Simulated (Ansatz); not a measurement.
Here is an Ansatz 0.2.0 calculation.

input.yaml

```yaml
crystal:
  lattice:
    - [-1.582345, 1.582345, 1.582345]
    - [1.582345, -1.582345, 1.582345]
    - [1.582345, 1.582345, -1.582345]
  atoms:
    - { symbol: W, position: [0.0, 0.0, 0.0] }
hamiltonian:
  xc: { exchange: b88, correlation: pbe }
  pseudopotentials: { kind: paw }
kpoints:
  mp_grid: { grid: [12, 12, 12] }
  band_path:
    path:
      - [[0.0, 0.0, 0.0], [0.5, -0.5, 0.5], [0.0, 0.0, 0.5], [0.0, 0.0, 0.0], [0.25, 0.25, 0.25], [0.5, -0.5, 0.5]]
      - [[0.25, 0.25, 0.25], [0.0, 0.0, 0.5]]
    npoints: 14
scf:
  occupations: { method: fermi_dirac, width: 0.05 }
  n_extra_bands: 6
output:
  forces: true
  stress: true
  eigenvalues: true
  fatbands: false
```

Potentials or basis: Ansatz PAW.

Launch:

```sh
$ ansatz run input.yaml --threads 2 --pin off --max-ram 5120MiB --backend cpu --events-out ev --progress --plain --runs-dir out
```

Problem. Predict the pressure.

Solution. 5.4 GPa.

Problem. Predict the band gap on the k mesh.

Solution. None (metal or under the smearing width).

Levels at the corners of the path, in eV from the Fermi level:
```
point  band 4  band 5  band 6  band 7  band 8  band 9  band 10  band 11
    Γ  -37.64   -9.53   -1.18   -1.18   -1.18    2.32     2.32    14.63
    H  -38.55   -5.75   -5.75    5.22    5.22    5.22     8.35     8.35
    N  -37.65   -6.19   -3.51    0.82    2.21    3.19     6.21    11.14
    Γ  -37.64   -9.53   -1.18   -1.18   -1.18    2.32     2.32    14.63
    P  -38.30   -2.88   -2.88   -2.88    3.35    3.35     6.70    12.34
    H  -38.55   -5.75   -5.75    5.22    5.22    5.22     8.35     8.35
    P  -38.30   -2.88   -2.88   -2.88    3.35    3.35     6.70    12.34
    N  -37.65   -6.19   -3.51    0.82    2.21    3.19     6.21    11.14
```

Caveat: spin-orbit coupling is left out, which moves the levels of the heavy elements; the PAW data sets come from PBE, with cores solved anew for the run's functional, which leaves a small shift of forces and pressure.
